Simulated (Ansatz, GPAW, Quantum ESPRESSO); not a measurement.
# SrCl2: valence-band photoemission, part 5 of 8

Wanted: projected DOS of SrCl2, weighted into photoemission and X-ray emission spectra, at several levels of theory.

Ansatz 0.2.0, Quantum ESPRESSO 7.5 and GPAW 26.7.0; DFT, PBEsol, plane-wave PAW, default files, scalar-relativistic (the session's first sound run).

So far. Step 2 (The base run): At this level the gap is 5.14 eV on the path. Step 5 (Quantum ESPRESSO: self-consistent run): At this level the gap is 5.14 eV on the k-mesh of the self-consistent run, which can miss the band edges.

### Step 7. Projected DOS and spectra

Level of this step: DFT, PBEsol, plane waves, ultrasoft GBRV pseudopotentials, scalar-relativistic (Quantum ESPRESSO).

projwfc.x splits the states by atom and shell, which the spectra need, since each shell has its own cross section.

projwfc.in

```
&projwfc
  prefix = 'pes'
  outdir = './tmp'
  filpdos = 'pes'
  ngauss = 0
  degauss = 0.00735
  DeltaE = 0.05
  Emin = -22.84
  Emax = 17.16
/
```

The run is started by

```
$ OMP_NUM_THREADS=1 mpirun -n 4 projwfc.x -nk 4 -in projwfc.in > projwfc.out
```

Log:

```text
[banner, memory and clock lines left out]
Program PROJWFC v.7.5 starts

          URL

     ./tmp/pes.save/

     IMPORTANT: XC functional enforced from input :
     Exchange-correlation= PBESOL
                           (   1   4  10   8   0   0   0)
     Any further DFT definition will be discarded
     Please, verify this is what you really want

     G-vector sticks info

     Check: negative core charge=   -0.000001

     negative rho (up, down):  9.444E-02 0.000E+00

     Gaussian broadening (read from input): ngauss,degauss=   0    0.007350

     Calling projwave ....

  Problem Sizes
  natomwfc =           21
  nbnd     =           22
  nkstot   =           47
  npwx     =         2471
  nkb      =           54

     Atomic states used for projection
     (read from pseudopotential files):

     state #   1: atom   1 (Sr ), wfc  1 (l=0 m= 1)
     state #   2: atom   1 (Sr ), wfc  2 (l=1 m= 1)
     state #   3: atom   1 (Sr ), wfc  2 (l=1 m= 2)
     state #   4: atom   1 (Sr ), wfc  2 (l=1 m= 3)
     state #   5: atom   1 (Sr ), wfc  3 (l=2 m= 1)
     state #   6: atom   1 (Sr ), wfc  3 (l=2 m= 2)
     state #   7: atom   1 (Sr ), wfc  3 (l=2 m= 3)
     state #   8: atom   1 (Sr ), wfc  3 (l=2 m= 4)
     state #   9: atom   1 (Sr ), wfc  3 (l=2 m= 5)
     state #  10: atom   1 (Sr ), wfc  4 (l=0 m= 1)
     state #  11: atom   1 (Sr ), wfc  5 (l=1 m= 1)
     state #  12: atom   1 (Sr ), wfc  5 (l=1 m= 2)
     state #  13: atom   1 (Sr ), wfc  5 (l=1 m= 3)
     state #  14: atom   2 (Cl ), wfc  1 (l=0 m= 1)
     state #  15: atom   2 (Cl ), wfc  2 (l=1 m= 1)
     state #  16: atom   2 (Cl ), wfc  2 (l=1 m= 2)
     state #  17: atom   2 (Cl ), wfc  2 (l=1 m= 3)
     state #  18: atom   3 (Cl ), wfc  1 (l=0 m= 1)
     state #  19: atom   3 (Cl ), wfc  2 (l=1 m= 1)
     state #  20: atom   3 (Cl ), wfc  2 (l=1 m= 2)
     state #  21: atom   3 (Cl ), wfc  2 (l=1 m= 3)

 k =   0.0000000000  0.0000000000  0.0000000000
==== e(   1) =   -29.66594 eV ====
     psi = 0.989*[#   1]+0.010*[#  10]
    |psi|^2 = 1.000
==== e(   2) =   -11.68433 eV ====
     psi = 0.318*[#   2]+0.318*[#   3]+0.318*[#   4]+0.014*[#  11]+0.014*[#  12]
          +0.014*[#  13]
    |psi|^2 = 1.000
==== e(   3) =   -11.68433 eV ====
     psi = 0.318*[#   2]+0.318*[#   3]+0.318*[#   4]+0.014*[#  11]+0.014*[#  12]
          +0.014*[#  13]
    |psi|^2 = 1.000
==== e(   4) =   -11.68433 eV ====
     psi = 0.318*[#   2]+0.318*[#   3]+0.318*[#   4]+0.014*[#  11]+0.014*[#  12]
          +0.014*[#  13]
    |psi|^2 = 1.000
==== e(   5) =   -10.20133 eV ====
     psi = 0.379*[#  14]+0.379*[#  18]+0.237*[#  10]+0.005*[#   1]
    |psi|^2 = 1.000
==== e(   6) =    -9.33677 eV ====
     psi = 0.500*[#  14]+0.500*[#  18]
    |psi|^2 = 0.999
==== e(   7) =     0.92882 eV ====
     psi = 0.133*[#  15]+0.133*[#  16]+0.133*[#  17]+0.133*[#  19]+0.133*[#  20]
          +0.133*[#  21]+0.067*[#   6]+0.067*[#   7]+0.067*[#   9]
    |psi|^2 = 1.000
==== e(   8) =     0.92882 eV ====
     psi = 0.133*[#  15]+0.133*[#  16]+0.133*[#  17]+0.133*[#  19]+0.133*[#  20]
          +0.133*[#  21]+0.067*[#   6]+0.067*[#   7]+0.067*[#   9]
    |psi|^2 = 1.000
==== e(   9) =     0.92882 eV ====
     psi = 0.133*[#  15]+0.133*[#  16]+0.133*[#  17]+0.133*[#  19]+0.133*[#  20]
          +0.133*[#  21]+0.067*[#   6]+0.067*[#   7]+0.067*[#   9]
    |psi|^2 = 1.000
==== e(  10) =     2.74666 eV ====
     psi = 0.164*[#  15]+0.164*[#  16]+0.164*[#  17]+0.164*[#  19]+0.164*[#  20]
          +0.164*[#  21]+0.002*[#  11]+0.002*[#  12]+0.002*[#  13]+0.001*[#   2]
          +0.001*[#   3]+0.001*[#   4]
    |psi|^2 = 0.996
==== e(  11) =     2.74666 eV ====
     psi = 0.164*[#  15]+0.164*[#  16]+0.164*[#  17]+0.164*[#  19]+0.164*[#  20]
          +0.164*[#  21]+0.002*[#  11]+0.002*[#  12]+0.002*[#  13]+0.001*[#   2]
          +0.001*[#   3]+0.001*[#   4]
    |psi|^2 = 0.996
==== e(  12) =     2.74666 eV ====
     psi = 0.164*[#  15]+0.164*[#  16]+0.164*[#  17]+0.164*[#  19]+0.164*[#  20]
          +0.164*[#  21]+0.002*[#  11]+0.002*[#  12]+0.002*[#  13]+0.001*[#   2]
          +0.001*[#   3]+0.001*[#   4]
    |psi|^2 = 0.996
==== e(  13) =     8.23128 eV ====
     psi = 0.750*[#  10]+0.120*[#  14]+0.120*[#  18]+0.006*[#   1]
    |psi|^2 = 0.995
==== e(  14) =     9.07039 eV ====
     psi = 0.446*[#   5]+0.446*[#   8]
    |psi|^2 = 0.892
==== e(  15) =     9.07039 eV ====
     psi = 0.446*[#   5]+0.446*[#   8]
    |psi|^2 = 0.892
==== e(  16) =    11.90100 eV ====
     psi = 0.113*[#  11]+0.113*[#  12]+0.113*[#  13]+0.004*[#   2]+0.004*[#   3]
          +0.004*[#   4]
    |psi|^2 = 0.353
[...]
psi = 0.113*[#  11]+0.113*[#  12]+0.113*[#  13]+0.004*[#   2]+0.004*[#   3]
          +0.004*[#   4]
[...]
psi = 0.113*[#  11]+0.113*[#  12]+0.113*[#  13]+0.004*[#   2]+0.004*[#   3]
          +0.004*[#   4]
[...]
psi = 0.251*[#   6]+0.251*[#   7]+0.251*[#   9]+0.032*[#  15]+0.032*[#  16]
          +0.032*[#  17]+0.032*[#  19]+0.032*[#  20]+0.032*[#  21]
[...]
psi = 0.251*[#   6]+0.251*[#   7]+0.251*[#   9]+0.032*[#  15]+0.032*[#  16]
          +0.032*[#  17]+0.032*[#  19]+0.032*[#  20]+0.032*[#  21]
[...]
psi = 0.251*[#   6]+0.251*[#   7]+0.251*[#   9]+0.032*[#  15]+0.032*[#  16]
          +0.032*[#  17]+0.032*[#  19]+0.032*[#  20]+0.032*[#  21]
[...]
k =   0.0707106781  0.0707106781 -0.0707106781
[...]
psi = 0.975*[#   1]+0.006*[#  11]+0.006*[#  12]+0.006*[#  13]+0.005*[#  10]

[...]
+0.009*[#  18]+0.005*[#  11]+0.005*[#  12]+0.005*[#  13]
[...]
+0.013*[#  13]+0.001*[#  15]+0.001*[#  16]+0.001*[#  17]+0.001*[#  19]
          +0.001*[#  20]+0.001*[#  21]
[...]
+0.013*[#  13]+0.001*[#  15]+0.001*[#  16]+0.001*[#  17]+0.001*[#  19]
          +0.001*[#  20]+0.001*[#  21]
[...]
+0.009*[#  13]+0.008*[#   2]+0.008*[#   3]+0.008*[#   4]+0.005*[#   1]

[...]
+0.134*[#  21]+0.065*[#   6]+0.065*[#   7]+0.065*[#   9]
[...]
+0.134*[#  21]+0.065*[#   6]+0.065*[#   7]+0.065*[#   9]
[...]
+0.134*[#  21]+0.062*[#   6]+0.062*[#   7]+0.062*[#   9]+0.002*[#  14]
          +0.002*[#  18]
[...]
+0.160*[#  21]+0.022*[#  10]+0.004*[#  14]+0.004*[#  18]
[...]
+0.163*[#  21]+0.004*[#   5]+0.004*[#   8]+0.002*[#  11]+0.002*[#  12]
          +0.002*[#  13]+0.001*[#   2]+0.001*[#   3]+0.001*[#   4]
[...]
+0.001*[#  20]+0.001*[#  21]
[...]
+0.004*[#   6]+0.004*[#   7]+0.004*[#   9]
[...]
+0.003*[#   4]
[...]
+0.001*[#   8]
[...]
+0.001*[#   8]
[...]
+0.002*[#   3]+0.002*[#   4]
[...]
+0.001*[#   9]
[...]
+0.002*[#  13]+0.001*[#   2]+0.001*[#   3]+0.001*[#   4]
[...]
+0.002*[#  13]+0.001*[#   2]+0.001*[#   3]+0.001*[#   4]
[...]
+0.010*[#   9]
[...]
+0.003*[#  21]+0.001*[#   6]+0.001*[#   7]+0.001*[#   9]
[...]
+0.001*[#   5]+0.001*[#   8]
[...]
+0.001*[#   5]+0.001*[#   8]
[...]
+0.001*[#   1]
[...]
k =   0.2121320344  0.2121320344 -0.2121320344
[...]
+0.004*[#   7]+0.004*[#   9]
[...]
+0.001*[#  20]+0.001*[#  21]
[...]
+0.001*[#  20]+0.001*[#  21]
[...]
+0.017*[#  12]+0.017*[#  13]+0.004*[#   1]
[...]
+0.003*[#   2]+0.003*[#   3]+0.003*[#   4]
[...]
+0.001*[#   2]+0.001*[#   3]+0.001*[#   4]
[...]
k =   0.2828427125  0.2828427125 -0.2828427125
[...]
+0.003*[#  12]+0.003*[#  13]+0.002*[#  10]
[...]
+0.005*[#  12]+0.005*[#  13]+0.003*[#   1]
[...]
+0.002*[#   2]+0.002*[#   3]+0.002*[#   4]
[...]
k =  -0.3535533906 -0.3535533906  0.3535533906
[...]
+0.022*[#  11]+0.022*[#  12]+0.022*[#  13]
[...]
+0.034*[#  11]+0.034*[#  12]+0.034*[#  13]
[...]
+0.003*[#   6]+0.003*[#   7]+0.003*[#   9]
[...]
+0.001*[#  19]+0.001*[#  20]+0.001*[#  21]
[...]
+0.002*[#   6]+0.002*[#   7]+0.002*[#   9]
[...]
k =   0.1414213562 -0.0000000000  0.0000000000
[...]
psi = 0.443*[#   5]+0.443*[#   8]
[...]
+0.004*[#   2]+0.004*[#   3]+0.004*[#   4]
[...]
psi = 0.051*[#   5]+0.051*[#   8]
[...]
k =   0.2121320344  0.0707106781 -0.0707106781
[...]
psi = 0.957*[#   1]+0.013*[#  11]+0.013*[#  12]+0.013*[#  13]
[...]
+0.001*[#   6]+0.001*[#   7]+0.001*[#   9]
[...]
+0.001*[#  11]+0.001*[#  12]+0.001*[#  13]
[...]
k =   0.2828427125  0.1414213562 -0.1414213562
[...]
k =   0.3535533906  0.2121320344 -0.2121320344
[...]
k =  -0.2828427125 -0.4242640687  0.4242640687
[...]
k =  -0.2121320344 -0.3535533906  0.3535533906
[...]
k =  -0.1414213562 -0.2828427125  0.2828427125
[...]
k =  -0.0707106781 -0.2121320344  0.2121320344
[...]
k =   0.0000000000 -0.1414213562  0.1414213562
[...]
psi = 0.962*[#   1]+0.011*[#  11]+0.011*[#  12]+0.011*[#  13]
[...]
k =   0.2828427125 -0.0000000000  0.0000000000
[...]
psi = 0.948*[#   1]+0.017*[#  11]+0.017*[#  12]+0.017*[#  13]
[...]
psi = 0.438*[#   5]+0.438*[#   8]
[...]
psi = 0.057*[#   5]+0.057*[#   8]
[...]
k =   0.3535533906  0.0707106781 -0.0707106781
[...]
+0.006*[#  13]+0.002*[#  15]+
[... cut ...]
  8) =     1.31618 eV ====
[...]
+0.001*[#   3]+0.001*[#   4]
[...]
k =  -0.2828427125 -0.4242640687  0.5656854249
[...]
+0.002*[#  20]+0.002*[#  21]
[...]
+0.019*[#  12]+0.019*[#  13]+0.002*[#   1]
[...]
+0.015*[#   9]+0.002*[#  10]
[...]
+0.001*[#   2]+0.001*[#   3]+0.001*[#   4]
[...]
+0.007*[#  14]+0.007*[#  18]+0.003*[#   1]
[...]
+0.003*[#  20]+0.003*[#  21]
[...]
+0.001*[#   4]
[...]
+0.002*[#  14]+0.002*[#  18]
[...]
+0.014*[#  12]+0.014*[#  13]+0.003*[#   1]
[...]
+0.005*[#   5]+0.005*[#   8]
[...]
+0.002*[#   4]
[...]
+0.002*[#   3]+0.002*[#   4]+0.002*[#   5]+0.002*[#   8]
[...]
+0.001*[#   4]
[...]
k =  -0.2121320344 -0.3535533906  0.4949747468
[...]
+0.003*[#  11]+0.003*[#  12]+0.003*[#  13]
[...]
+0.001*[#  20]+0.001*[#  21]
[...]
+0.002*[#  20]+0.002*[#  21]+0.001*[#   5]+0.001*[#   8]
[...]
+0.014*[#   3]+0.014*[#   4]+0.002*[#   1]
[...]
+0.009*[#   9]
[...]
+0.004*[#   3]+0.004*[#   4]+0.002*[#  14]+0.002*[#  18]
[...]
+0.002*[#  14]+0.002*[#  18]
[...]
+0.001*[#   8]
[...]
+0.007*[#  12]+0.007*[#  13]+0.006*[#  14]+0.006*[#  18]
[...]
+0.001*[#   2]+0.001*[#   3]+0.001*[#   4]
[...]
+0.007*[#  18]
[...]
+0.003*[#  20]+0.003*[#  21]+0.002*[#  14]+0.002*[#  18]
[...]
+0.001*[#  19]+0.001*[#  20]+0.001*[#  21]
[...]
+0.014*[#  21]+0.002*[#   2]+0.002*[#   3]+0.002*[#   4]
[...]
|psi|^2 = 0.929
==== e(  18) =    11.78883 eV ====
     psi = 0.703*[#  10]+0.021*[#  15]+0.021*[#  16]+0.021*[#  17]+0.021*[#  19]
[...]
|psi|^2 = 0.913
==== e(  19) =    12.05689 eV ====
     psi = 0.124*[#  11]+0.124*[#  12]+0.124*[#  13]+0.122*[#   6]+0.122*[#   7]
          +0.122*[#   9]+0.021*[#  15]+0.021*[#  16]+0.021*[#  17]+0.021*[#  19]
          +0.021*[#  20]+0.021*[#  21]+0.006*[#  14]+0.006*[#  18]+0.001*[#   5]
          +0.001*[#   8]
    |psi|^2 = 0.876
==== e(  20) =    14.27085 eV ====
     psi = 0.195*[#  11]+0.195*[#  12]+0.195*[#  13]+0.019*[#  10]+0.009*[#  14]
          +0.009*[#  18]+0.007*[#   5]+0.007*[#   8]+0.006*[#  15]+0.006*[#  16]
          +0.006*[#  17]+0.006*[#  19]+0.006*[#  20]+0.006*[#  21]+0.005*[#   1]
          +0.005*[#   6]+0.005*[#   7]+0.005*[#   9]+0.002*[#   2]+0.002*[#   3]
          +0.002*[#   4]
    |psi|^2 = 0.700
==== e(  21) =    14.81870 eV ====
     psi = 0.151*[#  11]+0.151*[#  12]+0.151*[#  13]+0.006*[#   6]+0.006*[#   7]
          +0.006*[#   9]+0.005*[#  14]+0.005*[#  18]+0.004*[#   2]+0.004*[#   3]
          +0.004*[#   4]+0.004*[#  15]+0.004*[#  16]+0.004*[#  17]+0.004*[#  19]
          +0.004*[#  20]+0.004*[#  21]+0.002*[#   5]+0.002*[#   8]
    |psi|^2 = 0.522
==== e(  22) =    15.08016 eV ====
     psi = 0.045*[#  11]+0.045*[#  12]+0.045*[#  13]+0.002*[#   5]+0.002*[#   8]

    |psi|^2 = 0.148

 k =   0.4242640687  0.1414213562 -0.0000000000
==== e(   1) =   -29.66290 eV ====
     psi = 0.954*[#   1]+0.011*[#  11]+0.011*[#  12]+0.011*[#  13]+0.004*[#  10]

    |psi|^2 = 1.000
==== e(   2) =   -11.94270 eV ====
     psi = 0.285*[#   2]+0.285*[#   3]+0.285*[#   4]+0.045*[#  14]+0.045*[#  18]
          +0.019*[#  10]+0.010*[#  11]+0.010*[#  12]+0.010*[#  13]
    |psi|^2 = 1.000
==== e(   3) =   -11.73144 eV ====
     psi = 0.320*[#   2]+0.320*[#   3]+0.320*[#   4]+0.005*[#  14]+0.005*[#  18]
          +0.004*[#   6]+0.004*[#   7]+0.004*[#   9]+0.002*[#  15]+0.002*[#  16]
          +0.002*[#  1
```

The job ended after 1.2 s (4 MPI ranks of Arm Neoverse V2, shared host; 4.5 s of CPU time).

This step gave:

| Item | Value |
| --- | --- |
| gap from the DOS mesh | 5.144 eV |
| share of occupied states in no projected shell | 0.0015 of the occupied states in the window |

(Part 5 of 8 ends here.)

[Logs are printed without paths, hosts, clocks, repeated set-up lines and the standing remarks that a program may print on its own settings, such as how far it seeks lower states.]

[Hosts, paths, dates, database ids (printed as entryN), source tags and the programs' standing remarks are cut or masked in the printed files.]

[Maps of the electrostatic potential energy from Ansatz leave out the sawtooth potential of an applied field or a dipole correction, so their vacuum need not be flat; work functions include it.]

[Peak lists hold at most the 14 tallest peaks of each spectrum; further lines can be left out.]
